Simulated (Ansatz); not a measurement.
**PtSe2 (Sudovikovite) under changes of volume**

One of the cells (20.265 Å³/atom); the others are scaled copies at fixed shape and fractional positions:

```
CELL_PARAMETERS angstrom
3.72400 0.00000 0.00000
-1.86200 3.22508 0.00000
0.00000 0.00000 5.06200
ATOMIC_POSITIONS crystal
Pt 0.00000 0.00000 0.00000
Se 0.66667 0.33333 0.75000
Se 0.33333 0.66667 0.25000
```

* Program: Ansatz 0.2.0
* Functional: PBE
* Potentials or basis: Ansatz PAW
* Cutoff: 420 eV (not typed: the program's choice for these potentials)
* k mesh: 8 × 8 × 5
* Occupations: fermi-dirac, width 0.05 eV
* Spin: spin-orbit coupling, no magnetisation

| volume (Å³/atom) | energy over the lowest point (meV/atom) | pressure (GPa) | largest force (eV/Å) |
| --- | --- | --- | --- |
| 19.049 | 118.99 | 17.7 | 1.472 |
| 19.455 | 79.21 | 13.8 | 1.156 |
| 19.860 | ? | ? | ? |
| 20.265 | 26.21 | 7.3 | 0.600 |
| 20.671 | 11.14 | 4.6 | 0.356 |
| 21.076 | 2.64 | 2.2 | 0.133 |
| 21.481 | 0.00 | 0.0 | 0.072 |

What does the run at 19.860 Å³/atom give?

Energy over the lowest point 48.60 meV/atom; pressure 10.4 GPa; largest force 0.866 eV/Å.

Worked out: A Birch-Murnaghan fit of order 3 (a polynomial in V^(-2/3)) to the other rows has its minimum at 21.47 Å³/atom with B0 = V·E''(V) = 111 GPa and B' = 4.8 at fixed shape and positions, which overstates the stiffness. It gives 48.63 meV/atom at 19.860 Å³/atom, against the run's 48.60, and -dE/dV = 10.4 GPa, against 10.4.

Energies are extrapolated to zero smearing.

Caveats: forces of over 1 eV/Å show positions far from the minimum, so gaps and moduli don't describe the material at rest (some runs).
